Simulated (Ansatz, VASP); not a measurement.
## One calculation of HfO2, two programs

```
Hf O
1.0
     4.81353    0.00000    0.00000
     0.00000    4.81353    0.00000
     0.00000    0.00000    3.20542
Hf O
2 4
Direct
  0.50000 0.50000 0.50000
  0.00000 0.00000 0.00000
  0.80504 0.19496 0.50000
  0.69496 0.69496 0.00000
  0.30504 0.30504 0.00000
  0.19496 0.80504 0.50000
```

Measurements of this composition are mostly on another form, of space group No. 14.

Alike in both runs: task relaxation of cell and atoms; functional PBEsol; dispersion D4; k mesh 6 × 6 × 8; occupations fermi-dirac, width 0.05 eV; no spin polarisation.

|  | VASP | Ansatz |
| --- | --- | --- |
| version | VASP 6.6.1 | Ansatz 0.2.0 |
| potentials or method | VASP PAW PBE potentials, release 64 (Hf_pv, O) | Ansatz PAW |
| plane-wave cutoff (eV) | 600 | 420 |
| valence electrons in the cell | 44 | 76 |

```csv
,VASP,Ansatz,Ansatz less VASP
"gap on the k mesh at the Fermi level, each at its own relaxed structure (eV)",3.91,3.92,+0.002
relaxed volume (Å³/atom),12.24,12.40,+0.156
relaxed cell length with the largest relative difference (Å),4.796,4.817,+0.0211
energy change over the relaxation (meV/atom),-1,0,+1.1
```

The two sets of potentials don't hold the same shells in valence.

Caveats: spin-orbit coupling is left out, which moves the levels of the heavy elements; the PAW data sets were made with another functional, which shifts forces and pressure a little (VASP); the plane-wave basis is chosen anew once the cell has moved, so the energies of steps on either side of that aren't comparable (Ansatz); the pressure holds a Pulay correction of +0.8 GPa for the finite cutoff (Ansatz); the PAW data sets come from PBE, with cores solved anew for the run's functional, which leaves a small shift of forces and pressure (Ansatz). A k mesh can miss the band edges. PBEsol gaps usually lie below the measured ones, often by a third to a half.
